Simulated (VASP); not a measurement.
Crystal: Cu.

```
Cu
1.0
     4.21994    0.00000    0.00000
    -2.10997    3.65458    0.00000
     0.00000    0.00000    2.58701
Cu
3
Direct
  0.00000 0.00000 0.00000
  0.33333 0.66667 0.50000
  0.66667 0.33333 0.50000
```

The cell was built by a generator and needn't be a form met in nature.

```yaml
Program: VASP 6.6.1
Task: relaxation of cell and atoms
Functional: r2SCAN
Potentials_or_basis: VASP PAW PBE potentials, release 64 (Cu)
Cutoff: 600 eV
k_mesh: 6 × 6 × 6
Occupations: gaussian, width 0.1 eV
Spin: no spin polarisation
```

At the start: pressure -14.0 GPa; volume 13.30 Å³/atom.

Question: How do energy, volume and symmetry change on relaxing?

Answer: Over 7 steps the energy falls by 86.5 meV/atom and the volume is 11.74 Å³/atom (-11.7 %); space group P6/mmm (No. 191, to 0.05 Å).

The path:
```csv
step,energy change (eV),largest force (eV/Å),pressure (GPa),volume (Å³)
1,0.0000,0.0000,-13.96,39.90
2,-0.2198,0.0000,7.66,33.57
3,-0.2514,0.0000,0.20,35.01
4,-0.2512,0.0000,0.67,34.92
5,-0.2584,0.0000,0.74,34.93
6,-0.2591,0.0000,0.75,34.94
7,-0.2595,0.0000,-0.47,35.23
```

Final structure:
```
Cu
1.0
     4.10126    0.00000    0.00000
    -2.05063    3.55180    0.00000
     0.00000    0.00000    2.41822
Cu
3
Direct
  0.00000 0.00000 0.00000
  0.33333 0.66667 0.50000
  0.66667 0.33333 0.50000
```

Caveat: the k mesh is coarse (spacing up to 0.40 Å⁻¹), so the values aren't converged; the PAW data sets were made with another functional, which shifts forces and pressure a little.
